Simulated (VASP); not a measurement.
# ZnS (Wurtzite-6H) (P6_3mc) in VASP: a series of runs

Aim: see how the results for ZnS (Wurtzite-6H) move with the level of theory and the settings. Levels: RPBE+D3(BJ), RPBE+D4, revPBE+D3, PBE. Tasks: relaxation of cell and atoms, single point.

Everything below comes from runs of VASP 6.6.1. Logs are shortened: lines on timing, memory, paths and dates and some standing lists are left out, and cuts for length are marked.

**Experimental background.**

From a printed reference work, monograph, for a bulk crystal of ZnS at 4 K: band gap 3.911 eV (direct).

The results are compared with them further down.

## (1) Starting point

It takes space group P6_3mc (No. 186, hexagonal). The conventional cell has a = 3.812 Å, b = 3.812 Å, c = 18.690 Å, α = 90.00°, β = 90.00°, γ = 120.00°. Around Zn (site symmetry 3m) lie 4 S at 2.33 to 2.34 Å. Around Zn (site symmetry 3m) lie 4 S at 2.33 to 2.34 Å. Zn (site symmetry 3m) has 4 S at 2.33 to 2.34 Å as nearest neighbours. S (site symmetry 3m) is surrounded by 4 Zn at 2.33 to 2.34 Å. S (site symmetry 3m) is surrounded by 4 Zn at 2.33 to 2.34 Å. S (site symmetry 3m) is surrounded by 4 Zn at 2.33 to 2.34 Å.

## (2) Relaxation of cell and atoms, RPBE+D3(BJ)

Contents of INCAR:

```
SYSTEM = ZnS
PREC = Accurate
ENCUT = 600
EDIFF = 1E-6
ISMEAR = -1
SIGMA = 0.05
LREAL = .False.
LASPH = .True.
NELM = 60
ALGO = Fast
ISIF = 3
LWAVE = .False.
LCHARG = .False.
GGA = RP
IVDW = 12
IBRION = 2
NSW = 60
EDIFFG = -0.01
```

Contents of KPOINTS:

```
regular mesh
0
Gamma
  8 8 2
  0 0 0
```

Contents of POSCAR:

```
ZnS
1.0
    3.8120000000      0.0000000000      0.0000000000
   -1.9060000000      3.3012888392      0.0000000000
    0.0000000000      0.0000000000     18.6899900000
Zn S
6 6
Direct
    0.3333333333      0.6666666667      0.8333300000
    0.6666666667      0.3333333333      0.3333300000
    0.6666666667      0.3333333333      0.6666700000
    0.3333333333      0.6666666667      0.1666700000
    0.0000000000      0.0000000000      0.5000000000
    0.0000000000      0.0000000000      0.0000000000
    0.3333333333      0.6666666667      0.9583300000
    0.6666666667      0.3333333333      0.4583300000
    0.6666666667      0.3333333333      0.7916700000
    0.3333333333      0.6666666667      0.2916700000
    0.0000000000      0.0000000000      0.6250000000
    0.0000000000      0.0000000000      0.1250000000
```

Potentials or basis: VASP PAW PBE potentials, release 64 (Zn, S).

Launch:

```
cat potpaw_PBE.64/Zn/POTCAR potpaw_PBE.64/S/POTCAR > POTCAR
mpirun -np 1 vasp_std > vasp.out
```

OUTCAR:

```text
SYSTEM = ZnS
   PREC = Accurate
   ENCUT = 600
   EDIFF = 1E-6
   ISMEAR = -1
   LREAL = .False.
   LASPH = .True.
   NELM = 60
   ISIF = 3
   GGA = RP
   IVDW = 12
   IBRION = 2
   NSW = 60
   EDIFFG = -0.01
 IVDW          = 12

 ion  position               nearest neighbor table
   1  0.333  0.667  0.833-   9 2.33   9 2.33   9 2.33   7 2.34
   2  0.667  0.333  0.333-  10 2.33  10 2.33  10 2.33   8 2.34
   3  0.667  0.333  0.667-  11 2.33  11 2.33  11 2.33   9 2.34
   4  0.333  0.667  0.167-  12 2.33  12 2.33  12 2.33  10 2.34
   5  0.000  0.000  0.500-   8 2.33   8 2.33   8 2.33  11 2.34
   6  0.000  0.000  0.000-   7 2.33   7 2.33   7 2.33  12 2.34
   7  0.333  0.667  0.958-   6 2.33   6 2.33   6 2.33   1 2.34
   8  0.667  0.333  0.458-   5 2.33   5 2.33   5 2.33   2 2.34
   9  0.667  0.333  0.792-   1 2.33   1 2.33   1 2.33   3 2.34
  10  0.333  0.667  0.292-   2 2.33   2 2.33   2 2.33   4 2.34
  11  0.000  0.000  0.625-   3 2.33   3 2.33   3 2.33   5 2.34
  12  0.000  0.000  0.125-   4 2.33   4 2.33   4 2.33   6 2.34

  LATTYP: Found a hexagonal cell.
 ALAT       =     3.8120000000
 C/A-ratio  =     4.9029354669

  Lattice vectors:

 A1 = (   3.8120000000,   0.0000000000,   0.0000000000)
 A2 = (  -1.9060000000,   3.3012888392,   0.0000000000)
 A3 = (   0.0000000000,   0.0000000000,  18.6899900000)

Analysis of symmetry for initial positions (statically):
=====================================================================
 Subroutine PRICEL returns:
 Original cell was already a primitive cell.

 Routine SETGRP: Setting up the symmetry group for a
 hexagonal supercell.

 Subroutine GETGRP returns: Found 12 space group operations
 (whereof  6 operations were pure point group operations)
 out of a pool of 24 trial point group operations.

The static configuration has the point symmetry C_3v.
 The point group associated with its full space group is C_6v.

Analysis of symmetry for dynamics (positions and initial velocities):
=====================================================================
 Subroutine PRICEL returns:
 Original cell was already a primitive cell.

 Routine SETGRP: Setting up the symmetry group for a
 hexagonal supercell.

 Subroutine GETGRP returns: Found 12 space group operations
 (whereof  6 operations were pure point group operations)
 out of a pool of 24 trial point group operations.

The dynamic configuration has the point symmetry C_3v.
 The point group associated with its full space group is C_6v.

 Subroutine INISYM returns: Found 12 space group operations
 (whereof  6 operations are pure point group operations),
 and found     1 'primitive' translations

----------------------------------------------------------------------------------------

                                     Primitive cell

  volume of cell :     235.2044

  direct lattice vectors                    reciprocal lattice vectors
     3.812000000  0.000000000  0.000000000     0.262329486  0.151455999  0.000000000
    -1.906000000  3.301288839  0.000000000     0.000000000  0.302911999  0.000000000
     0.000000000  0.000000000 18.689990000     0.000000000  0.000000000  0.053504577

  length of vectors
     3.812000000  3.812000000 18.689990000     0.302911999  0.302911999  0.053504577

  position of ions in fractional coordinates (direct lattice)
     0.333333333  0.666666667  0.833330000
     0.666666667  0.333333333  0.333330000
     0.666666667  0.333333333  0.666670000
     0.333333333  0.666666667  0.166670000
     0.000000000  0.000000000  0.500000000
     0.000000000  0.000000000  0.000000000
     0.333333333  0.666666667  0.958330000
     0.666666667  0.333333333  0.458330000
     0.666666667  0.333333333  0.791670000
     0.333333333  0.666666667  0.291670000
     0.000000000  0.000000000  0.625000000
     0.000000000  0.000000000  0.125000000

  ion indices of the primitive-cell ions
   primitive index   ion index
                 1           1
                 2           2
                 3           3
                 4           4
                 5           5
                 6           6
                 7           7
                 8           8
                 9           9
                10          10
                11          11
                12          12

----------------------------------------------------------------------------------------

 KPOINTS: regular mesh

Automatic generation of k-mesh.
 Grid dimensions read from file:
 generate k-points for:    8    8    2

 Generating k-lattice:

  Cartesian coordinates                     Fractional coordinates (reciprocal lattice)
     0.032791186  0.018932000  0.000000000     0.125000000  0.000000000  0.000000000
     0.000000000  0.037864000  0.000000000     0.000000000  0.125000000  0.000000000
     0.000000000  0.000000000  0.026752288     0.000000000  0.000000000  0.500000000

  Length of vectors
     0.037864000  0.037864000  0.026752288

  Shift w.r.t. Gamma in fractional coordinates (k-lattice)
     0.000000000  0.000000000  0.000000000

 Subroutine IBZKPT returns following result:
 ===========================================

 Found     20 irreducible k-points:

 Following reciprocal coordinates:
            Coordinates               Weight
  0.000000  0.000000  0.000000      1.000000
  0.125000  0.000000  0.000000      6.000000
  0.250000  0.000000  0.000000      6.000000
  0.375000  0.000000  0.000000      6.000000
  0.500000  0.000000  0.000000      3.000000
  0.125000  0.125000  0.000000      6.000000
[... 12 lines left out ...]
  0.250000  0.250000  0.500000      6.000000
  0.375000  0.250000  0.500000      6.000000
   k-points           NKPTS =     20   k-points in BZ     NKDIM =     20   number of bands    NBANDS=     64
   number of dos      NEDOS =    301   number of ions     NIONS =     12
   total plane-waves  NPLWV = 135000
   dimension x,y,z NGX =    30 NGY =   30 NGZ =  150
   dimension x,y,z NGXF=    60 NGYF=   60 NGZF=  300
   ions per type =               6   6
   NGX,Y,Z   is equivalent  to a cutoff of  13.08, 13.08, 13.34 a.u.
   NGXF,Y,Z  is equivalent  to a cutoff of  26.17, 26.17, 26.68 a.u.
 SYSTEM =  ZnS
   PREC   = accura    normal or accurate (medium, high low for compatibility)
   ISTART =      0    job   : 0-new  1-cont  2-samecut
   ICHARG =      2    charge: 1-file 2-atom 10-const
   ISPIN  =      1    spin polarized calculation?
   LNONCOLLINEAR =      F non collinear calculations
   LSORBIT =      F    spin-orbit coupling
   LASPH  =      T    aspherical Exc in radial PAW
   ENCUT  =  600.0 eV  44.10 Ry    6.64 a.u.   7.61  7.61 37.33*2*pi/ulx,y,z
   NELM   =     60;   NELMIN=  2; NELMDL= -5     # of ELM steps
   EDIFF  = 0.1E-05   stopping-criterion for ELM
   LREAL  =      F    real-space projection
   EDIFFG = -.1E-01   stopping-criterion for IOM
   NSW    =     60    number of steps for IOM
   IBRION =      2    ionic relax: 0-MD 1-quasi-New 2-CG
   NFREE  =      1    steps in history (QN), initial steepest desc. (CG)
   ISIF   =      3    stress and relaxation
   ISYM   =      2    0-nonsym 1-usesym 2-fastsym
   POTIM  = 0.5000    time-step for ionic-motion
   TEBEG  =    0.0;   TEEND  =   0.0 temperature during run
   PSTRESS=    0.0 pullay stress
   NELECT =     108.0000    total number of electrons
   NUPDOWN=      -1.0000    fix difference up-down
   EMIN   =  10.00;   EMAX   =-10.00  energy-range for DOS
   EFERMI =   0.00;   METHOD = LEGACY
   ISMEAR =    -1;   SIGMA  =   0.05  broadening in eV -4-tet -1-fermi 0-gaus
   EFERMI_NEDOS =   21; number of points for ismear=-14 and -15
   IALGO  =     68    algorithm
   IMIX   =      4    mixing-type and parameters
     AMIX     =   0.40;   BMIX     =  1.00
     AMIX_MAG =   1.60;   BMIX_MAG =  1.00
  volume/ion in A,a.u.               =      19.60       132.27
  Fermi-wavevector in a.u.,A,eV,Ry     =   1.262993  2.386711 21.703349  1.595151
  Thomas-Fermi vector in A             =   2.396373
   LORBIT       =      0    0 simple, 1 ext, 2 COOP (PROOUT), +10 PAW based schemes
   GGA     = RP    functional components
   LHFCALC =     F    Hartree Fock is set to
   AEXX    =    0.0000 exact exchange contribution
   IVDW    =    12    specifies the selected vdW correction
   LEPSILON=     F    determine dielectric tensor
   LRPA    =     F    only Hartree local field effects (RPA)
 conjugate gradient relaxation of ions
 non-spin polarized calculation
 RMM-DIIS sequential band-by-band and
  energy-cutoff  :      600.00
  volume of cell :      235.20
 maximum number of plane-waves:      7890
   NGX = 15   NGY = 15   NGZ = 75

--------------------------------------- Ionic step        1  -------------------------------------------

 number of electron     108.0000135 magnetization

 Free energy of the ion-electron system (eV)
  ---------------------------------------------------
  ext. energy  EPLUGINS =         0.00000000
  ---------------------------------------------------
  free energy    TOTEN  =       -36.98668870 eV

  energy without entropy =      -36.98668870  energy(sigma->0) =      -36.98668870

------------------------ aborting loop because EDIFF is reached ----------------------------------------

 Edisp (eV)  -13.44768

 E8    (eV) :    -7.6711

  FORCE on cell =-STRESS in cart. coord.  units (eV):
  Direction    XX          YY          ZZ          XY          YZ          ZX
  --------------------------------------------------------------------------------------
  -------------------------------------------------------------------------------------
  Total      -7.91032    -7.91032    -8.00965     0.00000     0.00000    -0.00000
  in kB     -53.88389   -53.88389   -54.56052     0.00000     0.00000    -0.00000
  external pressure =      -54.11 kB  Pullay stress =        0.00 kB
[... 231 lines left out ...]
  energy  without entropy=      -50.7487007914  energy(sigma->0) =      -50.74870079

--------------------------------------- Ionic step        6  -------------------------------------------

 number of electron     107.9999867 magnetization

 Free energy of the ion-electron system (eV)
  ---------------------------------------------------
  ext. energy  EPLUGINS =         0.00000000
  ---------------------------------------------------
  free energy    TOTEN  =       -36.08936698 eV

  energy without entropy =      -36.08936698  energy(sigma->0) =      -36.08936698

 E-fermi :   4.0844     XC(G=0):  -9.8198

 val. band max:        3.0308611532   @ k =   0.0000   0.0000   0.0000
 cond. band min:       5.7079390611   @ k =   0.0000   0.0000   0.0000
 fundamental gap:      2.6770779079
 Fermi energy:         4.0844219512

 k-point     1 :       0.0000    0.0000    0.0000
  band No.  band energies     occupation
      1     -10.7153      2.00000
      2     -10.4872      2.00000
      3     -10.4785      2.00000
      4      -9.9534      2.00000
      5      -9.9458      2.00000
      6      -9.6360      2.00000
[... 1372 lines left out ...]
  FREE ENERGIE OF THE ION-ELECTRON SYSTEM (eV)
  ---------------------------------------------------
  free  energy   TOTEN  =       -50.7488461675 eV

  energy  without entropy=      -50.7488461675  energy(sigma->0) =      -50.74884617

 reached required accuracy - stopping structural energy minimisation
```

It took 24 min on 1 thread of Intel Xeon 6975P-C (Granite Rapids), shared host; peak memory 0.55 GiB.

What came out:

```yaml
Free_energy: -50.7488 eV
Relaxed_volume: 18.16 Å³/atom
Relaxed_cell: a = 3.717 Å, b = 3.717 Å, c = 18.217 Å, α = 90.00°, β = 90.00°, γ = 120.00°
Space_group_after_relaxing_to_0.05_Å: P6_3mc (No. 186)
Energy_gained_by_relaxing: 26.2 meV/atom
Ionic_steps: 6
Pressure_after_relaxing: 0.0 GPa
Largest_force_after_relaxing: 0.009 eV/Å
Band_gap_on_the_k_mesh: 2.68 eV, direct
Dispersion_energy_per_atom: -1.222 eV
```

Forces on the atoms (eV/Å):
```
Zn   0.000  0.000 -0.004
Zn   0.000  0.000 -0.004
Zn   0.000  0.000  0.005
Zn   0.000  0.000  0.005
Zn   0.000  0.000  0.002
Zn   0.000  0.000  0.002
S    0.000  0.000 -0.008
S    0.000  0.000 -0.008
S    0.000  0.000 -0.004
S    0.000  0.000 -0.004
S    0.000  0.000  0.009
S    0.000  0.000  0.009
```

The path:
```tsv
step	energy change (eV)	largest force (eV/Å)	pressure (GPa)	volume (Å³)
1	0.0000	0.0228	-5.41	235.20
2	-0.2883	0.0098	1.92	213.38
3	-0.3145	0.0130	-0.13	217.92
4	-0.3143	0.0127	0.21	217.58
5	-0.3143	0.0054	-0.16	218.31
6	-0.3145	0.0087	0.02	217.94
```

Final structure:
```
CELL_PARAMETERS angstrom
3.71672 0.00000 0.00000
-1.85836 3.21878 0.00000
0.00000 0.00000 18.21733
ATOMIC_POSITIONS crystal
Zn 0.33333 0.66667 0.83333
Zn 0.66667 0.33333 0.33333
Zn 0.66667 0.33333 0.66667
Zn 0.33333 0.66667 0.16667
Zn 0.00000 0.00000 0.50000
Zn 0.00000 0.00000 0.00000
S 0.33333 0.66667 0.95829
S 0.66667 0.33333 0.45829
S 0.66667 0.33333 0.79165
S 0.33333 0.66667 0.29165
S 0.00000 0.00000 0.62506
S 0.00000 0.00000 0.12506
```

Caveat: the PAW data sets were made with another functional, which shifts forces and pressure a little. A hybrid or GW would open this gap; RPBE tends to underestimate it.

(Continued in part 2 of 2.)
